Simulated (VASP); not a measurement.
# Al (Fm-3m) in VASP: notebook, part 2 of 2

VASP 6.6.1. The steps go on from the part before.

### 3 Relaxation of cell and atoms, r2SCAN

This run uses another cell than the first one, of 16.60 Å³/atom, 1.026 times its volume.

INCAR

```
SYSTEM = Al
PREC = Accurate ; ENCUT = 600
EDIFF = 1E-6 ; ISMEAR = 1
SIGMA = 0.1 ; LREAL = .False.
LASPH = .True. ; NELM = 80
ALGO = Normal ; ISIF = 3
LWAVE = .False. ; LCHARG = .False.
METAGGA = R2SCAN ; LMIXTAU = .True.
IBRION = 2 ; NSW = 90
EDIFFG = -0.01 ; KPAR = 2
```

KPOINTS

```
regular mesh
0
Gamma
  16 16 16
  0 0 0
```

POSCAR

```
Al
1.0
    0.0000000000      2.0248050000      2.0248050000
    2.0248050000      0.0000000000      2.0248050000
    2.0248050000      2.0248050000      0.0000000000
Al
1
Direct
    0.0000000000      0.0000000000      0.0000000000
```

Potentials or basis: VASP PAW PBE potentials, release 64 (Al).

Started as:

```bash
$ cat potpaw_PBE.64/Al/POTCAR > POTCAR
$ mpirun -np 2 vasp_std > vasp.out
```

OUTCAR:

```text
SYSTEM = Al
   PREC = Accurate
   ENCUT = 600
   EDIFF = 1E-6
   ISMEAR = 1
   LREAL = .False.
   LASPH = .True.
   NELM = 80
   ISIF = 3
   METAGGA = R2SCAN
   IBRION = 2
   NSW = 90
   EDIFFG = -0.01

 ion  position               nearest neighbor table
   1  0.000  0.000  0.000-

  LATTYP: Found a face centered cubic cell.
 ALAT       =     4.0496100000

  Lattice vectors:

 A1 = (   0.0000000000,   2.0248050000,   2.0248050000)
 A2 = (   2.0248050000,   0.0000000000,   2.0248050000)
 A3 = (   2.0248050000,   2.0248050000,   0.0000000000)

Analysis of symmetry for initial positions (statically):
=====================================================================
 Subroutine PRICEL returns:
 Original cell was already a primitive cell.

 Routine SETGRP: Setting up the symmetry group for a
 face centered cubic supercell.

 Subroutine GETGRP returns: Found 48 space group operations
 (whereof 48 operations were pure point group operations)
 out of a pool of 48 trial point group operations.

The static configuration has the point symmetry O_h .

Analysis of symmetry for dynamics (positions and initial velocities):
=====================================================================
 Subroutine PRICEL returns:
 Original cell was already a primitive cell.

 Routine SETGRP: Setting up the symmetry group for a
 face centered cubic supercell.

 Subroutine GETGRP returns: Found 48 space group operations
 (whereof 48 operations were pure point group operations)
 out of a pool of 48 trial point group operations.

The dynamic configuration has the point symmetry O_h .

 Subroutine INISYM returns: Found 48 space group operations
 (whereof 48 operations are pure point group operations),
 and found     1 'primitive' translations

----------------------------------------------------------------------------------------

                                     Primitive cell

  volume of cell :      16.6027

  direct lattice vectors                    reciprocal lattice vectors
     0.000000000  2.024805000  2.024805000    -0.246937359  0.246937359  0.246937359
     2.024805000  0.000000000  2.024805000     0.246937359 -0.246937359  0.246937359
     2.024805000  2.024805000  0.000000000     0.246937359  0.246937359 -0.246937359

  length of vectors
     2.863506692  2.863506692  2.863506692     0.427708053  0.427708053  0.427708053

  position of ions in fractional coordinates (direct lattice)
     0.000000000  0.000000000  0.000000000

  ion indices of the primitive-cell ions
   primitive index   ion index
                 1           1

----------------------------------------------------------------------------------------

 KPOINTS: regular mesh

Automatic generation of k-mesh.
 Grid dimensions read from file:
 generate k-points for:   16   16   16

 Generating k-lattice:

  Cartesian coordinates                     Fractional coordinates (reciprocal lattice)
    -0.015433585  0.015433585  0.015433585     0.062500000  0.000000000  0.000000000
     0.015433585 -0.015433585  0.015433585     0.000000000  0.062500000  0.000000000
     0.015433585  0.015433585 -0.015433585     0.000000000  0.000000000  0.062500000

  Length of vectors
     0.026731753  0.026731753  0.026731753

  Shift w.r.t. Gamma in fractional coordinates (k-lattice)
     0.000000000  0.000000000  0.000000000

 Subroutine IBZKPT returns following result:
 ===========================================

 Found    145 irreducible k-points:

 Following reciprocal coordinates:
            Coordinates               Weight
  0.000000  0.000000  0.000000      1.000000
  0.062500  0.000000  0.000000      8.000000
  0.125000  0.000000  0.000000      8.000000
  0.187500  0.000000  0.000000      8.000000
  0.250000  0.000000  0.000000      8.000000
  0.312500  0.000000  0.000000      8.000000
[... 16 lines left out ...]
 -0.125000  0.062500  0.000000     24.000000
 -0.062500  0.062500  0.000000     12.000000
 [... further k-points ...]
   k-points           NKPTS =    145   k-points in BZ     NKDIM =    145   number of bands    NBANDS=      5
   number of dos      NEDOS =    301   number of ions     NIONS =      1
   total plane-waves  NPLWV =  13824
   dimension x,y,z NGX =    24 NGY =   24 NGZ =   24
   dimension x,y,z NGXF=    48 NGYF=   48 NGZF=   48
   ions per type =               1
   NGX,Y,Z   is equivalent  to a cutoff of  13.93, 13.93, 13.93 a.u.
   NGXF,Y,Z  is equivalent  to a cutoff of  27.87, 27.87, 27.87 a.u.
 SYSTEM =  Al
   PREC   = accura    normal or accurate (medium, high low for compatibility)
   ISTART =      0    job   : 0-new  1-cont  2-samecut
   ICHARG =      2    charge: 1-file 2-atom 10-const
   ISPIN  =      1    spin polarized calculation?
   LNONCOLLINEAR =      F non collinear calculations
   LSORBIT =      F    spin-orbit coupling
   LASPH  =      T    aspherical Exc in radial PAW
   ENCUT  =  600.0 eV  44.10 Ry    6.64 a.u.   5.72  5.72  5.72*2*pi/ulx,y,z
   NELM   =     80;   NELMIN=  2; NELMDL= -5     # of ELM steps
   EDIFF  = 0.1E-05   stopping-criterion for ELM
   LREAL  =      F    real-space projection
   EDIFFG = -.1E-01   stopping-criterion for IOM
   NSW    =     90    number of steps for IOM
   IBRION =      2    ionic relax: 0-MD 1-quasi-New 2-CG
   NFREE  =      1    steps in history (QN), initial steepest desc. (CG)
   ISIF   =      3    stress and relaxation
   ISYM   =      2    0-nonsym 1-usesym 2-fastsym
   POTIM  = 0.5000    time-step for ionic-motion
   TEBEG  =    0.0;   TEEND  =   0.0 temperature during run
   PSTRESS=    0.0 pullay stress
   NELECT =       3.0000    total number of electrons
   NUPDOWN=      -1.0000    fix difference up-down
   EMIN   =  10.00;   EMAX   =-10.00  energy-range for DOS
   EFERMI =   0.00;   METHOD = LEGACY
   ISMEAR =     1;   SIGMA  =   0.10  broadening in eV -4-tet -1-fermi 0-gaus
   EFERMI_NEDOS =   21; number of points for ismear=-14 and -15
   IALGO  =     38    algorithm
   IMIX   =      4    mixing-type and parameters
     AMIX     =   0.40;   BMIX     =  1.00
     AMIX_MAG =   1.60;   BMIX_MAG =  1.00
  volume/ion in A,a.u.               =      16.60       112.04
  Fermi-wavevector in a.u.,A,eV,Ry     =   0.925526  1.748991 11.654733  0.856599
  Thomas-Fermi vector in A             =   2.051390
   LORBIT       =      0    0 simple, 1 ext, 2 COOP (PROOUT), +10 PAW based schemes
   METAGGA = R2SCAN    functional components
   LHFCALC =     F    Hartree Fock is set to
   AEXX    =    0.0000 exact exchange contribution
   IVDW    =     0    specifies the selected vdW correction
   LEPSILON=     F    determine dielectric tensor
   LRPA    =     F    only Hartree local field effects (RPA)
 conjugate gradient relaxation of ions
 non-spin polarized calculation
 Methfessel and Paxton  Order N= 1 SIGMA  =   0.10
  energy-cutoff  :      600.00
  volume of cell :       16.60
 maximum number of plane-waves:       568
   NGX = 11   NGY = 11   NGZ = 11

--------------------------------------- Ionic step        1  -------------------------------------------

 number of electron       3.0000000 magnetization

 Free energy of the ion-electron system (eV)
  ---------------------------------------------------
  ext. energy  EPLUGINS =         0.00000000
  ---------------------------------------------------
  free energy    TOTEN  =        -6.73448096 eV

  energy without entropy =       -6.73473081  energy(sigma->0) =       -6.73456425

------------------------ aborting loop because EDIFF is reached ----------------------------------------

  FORCE on cell =-STRESS in cart. coord.  units (eV):
  Direction    XX          YY          ZZ          XY          YZ          ZX
  --------------------------------------------------------------------------------------
  -------------------------------------------------------------------------------------
  Total       -0.3903780     -0.3903780     -0.3903780     -0.0000000      0.0000000     -0.0000000
  in kB      -37.6717954    -37.6717954    -37.6717954     -0.0000000      0.0000000     -0.0000000
  external PRESSURE =     -37.6717954 kB  Pullay stress =       0.0000000 kB
[... 57 lines left out ...]
--------------------------------------- Ionic step        3  -------------------------------------------

 number of electron       3.0000000 magnetization

 Free energy of the ion-electron system (eV)
  ---------------------------------------------------
  ext. energy  EPLUGINS =         0.00000000
  ---------------------------------------------------
  free energy    TOTEN  =        -6.74360626 eV

  energy without entropy =       -6.74380529  energy(sigma->0) =       -6.74367260

 E-fermi :   8.4578     XC(G=0): -11.0539

 val. band max:        8.4461056656   @ k =  -0.3125   0.4375   0.1250
 cond. band min:       8.5692250865   @ k =   0.5000   0.2500   0.1250
 fundamental gap:      0.1231194210
 Fermi energy:         8.4577744141

 k-point     1 :       0.0000    0.0000    0.0000
  band No.  band energies     occupation
      1      -3.6884      2.00000
      2      21.9798      0.00000
      3      21.9798      0.00000
      4      21.9798      0.00000
      5      24.2034      0.00000
[... 177 lines left out ...]
 k-point    24 :      -0.0625    0.0625    0.0000
  band No.  band energies     occupation
      1      -3.3799      2.00000
      2      18.9757      0.00000
      3      19.9157      0.00000
      4      22.2799      0.00000
      5      24.4138      0.00000

 [... further k-points ...]
[... 5 lines left out ...]
  --------------------------------------------------------------------------------------
  -------------------------------------------------------------------------------------
  Total        0.0028984      0.0028984      0.0028984     -0.0000000      0.0000000      0.0000000
  in kB        0.2927296      0.2927296      0.2927296     -0.0000000      0.0000000      0.0000000
  external PRESSURE =       0.2927296 kB  Pullay stress =       0.0000000 kB
[... 16 lines left out ...]
  FREE ENERGIE OF THE ION-ELECTRON SYSTEM (eV)
  ---------------------------------------------------
  free  energy   TOTEN  =        -6.7436062581 eV

  energy  without entropy=       -6.7438052860  energy(sigma->0) =       -6.74367260

 reached required accuracy - stopping structural energy minimisation
```

OSZICAR:

```text
N       E                     dE             d eps       ncg     rms          rms(c)
DAV:   1    -0.368038460516E+01   -0.36804E+01   -0.96699E+02  1470   0.388E+02
DAV:   2    -0.689709178628E+01   -0.32167E+01   -0.29192E+01  1825   0.375E+01
DAV:   3    -0.692246629676E+01   -0.25375E-01   -0.25404E-01  1990   0.423E+00
[... 31 lines left out ...]
DAV:   3    -0.674361020178E+01    0.41230E-04   -0.24417E-05  1665   0.372E-02    0.115E-02
DAV:   4    -0.674361783796E+01   -0.76362E-05   -0.28486E-05  1715   0.448E-02    0.427E-03
DAV:   5    -0.674360450671E+01    0.13331E-04   -0.12326E-05  1695   0.255E-02    0.630E-03
DAV:   6    -0.674360649082E+01   -0.19841E-05   -0.30710E-07   785   0.493E-03    0.419E-04
DAV:   7    -0.674360625805E+01    0.23276E-06   -0.77295E-08   745   0.281E-03
   3 F= -.67436063E+01 E0= -.67436726E+01  d E =-.912529E-02
```

Run time: 23 s. Hardware: 2 MPI ranks of Intel Xeon 6975P-C (Granite Rapids), shared host; peak memory 0.14 GiB.

What came out:

```yaml
Free_energy: -6.7436 eV
Relaxed_volume: 15.86 Å³/atom
Relaxed_cell: a = 2.820 Å, b = 2.820 Å, c = 2.820 Å, α = 60.00°, β = 60.00°, γ = 60.00°
Space_group_after_relaxing_to_0.05_Å: Fm-3m (No. 225)
Energy_gained_by_relaxing: 9.1 meV/atom
Ionic_steps: 3
Pressure_after_relaxing: 0.0 GPa
Band_gap_on_the_k_mesh: none (metal or under the smearing width)
```

The path:
```tsv
step	energy change (eV)	largest force (eV/Å)	pressure (GPa)	volume (Å³)
1	0.0000	0.0000	-3.77	16.60
2	-0.0085	0.0000	1.13	15.68
3	-0.0091	0.0000	0.03	15.86
```

Final structure:
```
Al
1.0
     0.00000    1.99431    1.99431
     1.99431    0.00000    1.99431
     1.99431    1.99431    0.00000
Al
1
Direct
  0.00000 0.00000 0.00000
```

Caveat: the PAW data sets were made with another functional, which shifts forces and pressure a little.

### 4 Relaxation of cell and atoms, r2SCAN

This run uses another cell than the first one, of 15.86 Å³/atom, 0.980 times its volume.

INCAR

```
SYSTEM = Al
PREC = Accurate ; ENCUT = 600
EDIFF = 1E-7 ; ISMEAR = 1
SIGMA = 0.1 ; LREAL = .False.
LASPH = .True. ; NELM = 80
ALGO = Normal ; ISIF = 3
LWAVE = .False. ; LCHARG = .False.
METAGGA = R2SCAN ; LMIXTAU = .True.
IBRION = 2 ; NSW = 90
EDIFFG = -0.005 ; KPAR = 2
```

KPOINTS is that of step 3.

POSCAR

```
Al                                      
1.0
   -0.0000000000      1.9943126523      1.9943126523
    1.9943126523      0.0000000000      1.9943126523
    1.9943126523      1.9943126523     -0.0000000000
  Al            
     1
Direct
     0.0000000000000000    0.0000000000000000    0.0000000000000000
```

Started as:

```bash
$ cat potpaw_PBE.64/Al/POTCAR > POTCAR
$ mpirun -np 2 vasp_std > vasp.out
```

Run time: 14 s. Hardware: 2 MPI ranks of Intel Xeon 6975P-C (Granite Rapids), shared host; peak memory 0.13 GiB.

Results (log left out):

| Item | Value |
| --- | --- |
| Free energy | -6.7436 eV |
| Pressure after relaxing | 0.0 GPa |
| Band gap on the k mesh | none (metal or under the smearing width) |

Final structure:
```cif
data_structure
_symmetry_space_group_name_H-M 'P 1'
_symmetry_Int_Tables_number 1
_cell_length_a 2.8204
_cell_length_b 2.8204
_cell_length_c 2.8204
_cell_angle_alpha 60.000
_cell_angle_beta 60.000
_cell_angle_gamma 60.000
_cell_volume 15.86
loop_
_atom_site_label
_atom_site_type_symbol
_atom_site_fract_x
_atom_site_fract_y
_atom_site_fract_z
_atom_site_occupancy
Al1 Al 0.00000 0.00000 0.00000 1
```

Levels at points of the mesh, in eV from the Fermi level:
| k point | band 1 | band 2 | band 3 | band 4 | band 5 |
| --- | --- | --- | --- | --- | --- |
| (0.00, 0.00, 0.00) | -12.15 | 13.52 | 13.52 | 13.52 | 15.75 |
| (0.50, 0.00, 0.00) | -5.19 | -4.61 | 12.24 | 12.24 | 12.74 |
| (0.50, 0.50, 0.00) | -3.28 | -1.69 | 5.45 | 6.17 | 6.17 |

Caveat: the relaxation stopped at its first step, so nothing moved; the PAW data sets were made with another functional, which shifts forces and pressure a little.

### 5 Relaxation of cell and atoms, PBEsol

This run uses another cell than the first one, of 16.60 Å³/atom, 1.026 times its volume.

INCAR

```
SYSTEM = Al
PREC = Accurate ; ENCUT = 600
EDIFF = 1E-6 ; ISMEAR = 1
SIGMA = 0.1 ; LREAL = .FALSE.
LASPH = .TRUE. ; NELM = 80
ALGO = Normal ; ISIF = 3
LWAVE = .FALSE. ; LCHARG = .FALSE.
GGA = PS ; IBRION = 2
NSW = 90 ; EDIFFG = -0.01
```

KPOINTS

```
Automatic mesh
0
G
  16 16 16
  0 0 0
```

POSCAR

```
Al
1.0
    0.0000000000      2.0248050000      2.0248050000
    2.0248050000      0.0000000000      2.0248050000
    2.0248050000      2.0248050000      0.0000000000
Al
1
Direct
    0.0000000000      0.0000000000      0.0000000000
```

Started as:

```bash
$ cat potpaw_PBE.64/Al/POTCAR > POTCAR
$ mpirun -np 1 vasp_std > vasp.out
```

Run time: 22 s. Hardware: 1 thread of AMD EPYC 7R13 (Zen 3), shared host; peak memory 0.11 GiB.

The run converged. Its results:

```
Free energy                            : -4.0979 eV
Relaxed volume                         : 16.19 Å³/atom
Relaxed cell                           : a = 2.839 Å, b = 2.839 Å, c = 2.839 Å, α = 60.00°, β = 60.00°, γ = 60.00°
Space group after relaxing (to 0.05 Å) : Fm-3m (No. 225)
Energy gained by relaxing              : 2.7 meV/atom
Ionic steps                            : 3
Pressure after relaxing                : 0.0 GPa
Band gap on the k mesh                 : none (metal or under the smearing width)
```

Step by step:
| step | energy change (eV) | largest force (eV/Å) | pressure (GPa) | volume (Å³) |
| --- | --- | --- | --- | --- |
| 1 | 0.0000 | 0.0000 | -2.01 | 16.60 |
| 2 | -0.0026 | 0.0000 | 0.43 | 16.11 |
| 3 | -0.0027 | 0.0000 | 0.00 | 16.19 |

Final structure:
```
Al
1.0
     0.00000    2.00782    2.00782
     2.00782    0.00000    2.00782
     2.00782    2.00782    0.00000
Al
1
Direct
  0.00000 0.00000 0.00000
```

Levels at points of the mesh, in eV from the Fermi level:
```csv
k point,band 1,band 2,band 3,band 4
"(0.00, 0.00, 0.00)",-11.30,12.67,12.67,12.67
"(0.50, 0.00, 0.00)",-4.70,-4.44,11.49,11.49
"(0.50, 0.50, 0.00)",-3.00,-1.65,5.22,5.64
```

Caveat: the PAW data sets were made with another functional, which shifts forces and pressure a little.
